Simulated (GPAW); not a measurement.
FeO: single point with PBE+U

Crystal: FeO.

```
CELL_PARAMETERS angstrom
1.51768 0.87623 2.51579
-1.51768 0.87623 2.51579
0.00000 -1.75247 2.51579
ATOMIC_POSITIONS crystal
Fe 0.00000 0.00000 0.00000
O 0.50000 0.50000 0.50000
```

- Program: GPAW 26.7.0
- Task: single point
- Functional: PBE
- Potentials or basis: GPAW PAW data sets (gpaw-data 1.2.1)
- Cutoff: 800 eV
- Basis: pw
- k mesh: 8 × 8 × 8
- Occupations: gaussian, width 0.05 eV
- Spin: collinear spin, random start
- Starting moments: [1.56, 0.0] μB
- Hubbard terms: Fe d U = 5 eV

The pressure is 2.1 GPa, the band gap on the k mesh is none (metal or under the smearing width) and the net moment is 4.00 μB per cell. The site moments are Fe +3.76; O +0.16 μB.

Stress tensor (GPa, compression positive):
```
2.42 0.00 0.00
0.00 2.42 0.00
0.00 0.00 1.50
```

Levels at points of the mesh, in eV from the Fermi level:
Spin up:
```csv
k point,band 7,band 8,band 9,band 10,band 11,band 12
"(0.00, 0.00, 0.00)",-4.68,-4.58,-4.58,-0.91,14.43,15.03
"(0.00, 0.00, 0.50)",-5.67,-2.60,-2.58,3.04,7.51,11.25
"(0.50, 0.00, 0.00)",-5.68,-2.60,-2.58,3.04,7.51,11.25
"(0.50, 0.00, 0.50)",-6.70,-5.87,-5.76,4.12,7.84,8.99
"(0.50, 0.50, 0.00)",-6.70,-5.87,-5.76,4.12,7.84,8.99
"(0.50, 0.50, 0.50)",-5.75,-2.59,-2.59,3.15,7.29,11.62
```
Spin down:
```tsv
k point	band 3	band 4	band 5	band 6	band 7	band 8
(0.00, 0.00, 0.00)	-4.23	-4.23	-0.86	-0.73	-0.73	-0.32
(0.00, 0.00, 0.50)	-5.82	-5.72	0.47	0.57	0.61	3.23
(0.50, 0.00, 0.00)	-5.82	-5.72	0.47	0.57	0.61	3.23
(0.50, 0.00, 0.50)	-5.53	-5.42	-2.40	0.91	0.92	2.09
(0.50, 0.50, 0.00)	-5.53	-5.42	-2.40	0.91	0.92	2.09
(0.50, 0.50, 0.50)	-5.69	-5.69	0.51	0.51	0.54	3.36
```

Run time: 2.9 min on 1 thread of Intel(R) Xeon(R) Platinum 8488C (Sapphire Rapids), on a shared host, peak memory 0.27 GiB.

Caveat: a cell with one magnetic atom can't hold antiferromagnetic order, which such compounds often take. The state reached can hang on the start; a lower one may exist.
